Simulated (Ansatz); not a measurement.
InSe:

```
In Se
1.0
     4.04733    0.00000    0.00000
    -2.02366    3.50509    0.00000
     0.00000    0.00000   18.05206
In Se
4 4
Direct
  0.33333 0.66667 0.07739
  0.33333 0.66667 0.92261
  0.00000 0.00000 0.42261
  0.00000 0.00000 0.57739
  0.33333 0.66667 0.35298
  0.33333 0.66667 0.64702
  0.66667 0.33333 0.14700
  0.66667 0.33333 0.85300
```

Measurements of this composition are mostly on another form, of space group No. 160.

| Property | Result |
| --- | --- |
| Program | Ansatz 0.2.0 |
| Task | relaxation of cell and atoms |
| Functional | BLYP |
| Potentials or basis | Ansatz PAW |
| Cutoff | 420 eV (not typed: the program's choice for these potentials) |
| k mesh | 8 × 8 × 2 |
| Occupations | fermi-dirac, width 0.05 eV |
| Spin | no spin polarisation |

At the start: volume 32.01 Å³/atom.

Question: Where does the relaxation end?

Answer: It ends after 15 steps and the volume is 43.69 Å³/atom (+36.5 %); space group P-6m2 (No. 187, to 0.05 Å).

Step by step:
| step | energy change (eV) | largest force (eV/Å) | volume (Å³) |
| --- | --- | --- | --- |
| 1 | 0.0000 | 0.4426 | 256.09 |
| 2 | -0.2259 | 0.2937 | 289.29 |
| 3 | -0.2858 | 0.1164 | 295.74 |
| 4 | -0.3106 | 0.0106 | 292.08 |
| 5 | -0.3190 | 0.0119 | 295.28 |
| 6 | -0.3295 | 0.0324 | 306.86 |
| 7 | -0.3313 | 0.0131 | 312.93 |
| 8 | -0.3314 | 0.0015 | 313.16 |
| 9 | -0.3416 | 0.0026 | 313.16 |
| 10 | -0.3464 | 0.0200 | 321.05 |
| 11 | -0.3520 | 0.0524 | 334.84 |
| 12 | -0.3537 | 0.0434 | 348.53 |
| 13 | -0.3548 | 0.0070 | 348.30 |
| 14 | -0.3547 | 0.0041 | 349.56 |
| 15 | -0.3595 | 0.0054 | 349.56 |

Final structure:
```cif
data_structure
_symmetry_space_group_name_H-M 'P 1'
_symmetry_Int_Tables_number 1
_cell_length_a 4.2127
_cell_length_b 4.2127
_cell_length_c 22.7441
_cell_angle_alpha 90.000
_cell_angle_beta 90.000
_cell_angle_gamma 120.000
_cell_volume 349.56
loop_
_atom_site_label
_atom_site_type_symbol
_atom_site_fract_x
_atom_site_fract_y
_atom_site_fract_z
_atom_site_occupancy
In1 In 0.33333 0.66667 0.06326 1
In2 In 0.33333 0.66667 0.93674 1
In3 In 0.00000 0.00000 0.43674 1
In4 In 0.00000 0.00000 0.56326 1
Se1 Se 0.33333 0.66667 0.38196 1
Se2 Se 0.33333 0.66667 0.61804 1
Se3 Se 0.66667 0.33333 0.11804 1
Se4 Se 0.66667 0.33333 0.88196 1
```

Caveat: the volume moved by over 15 % at a fixed basis, so the end points are rough; the plane-wave basis is chosen anew once the cell has moved, so the energies of steps on either side of that aren't comparable; this functional lacks dispersion, which binds the layers, so the pressure and a relaxed spacing across them are unreliable, and here the layers came unbound; the PAW data sets come from PBE, with cores solved anew for the run's functional, which leaves a small shift of forces and pressure.
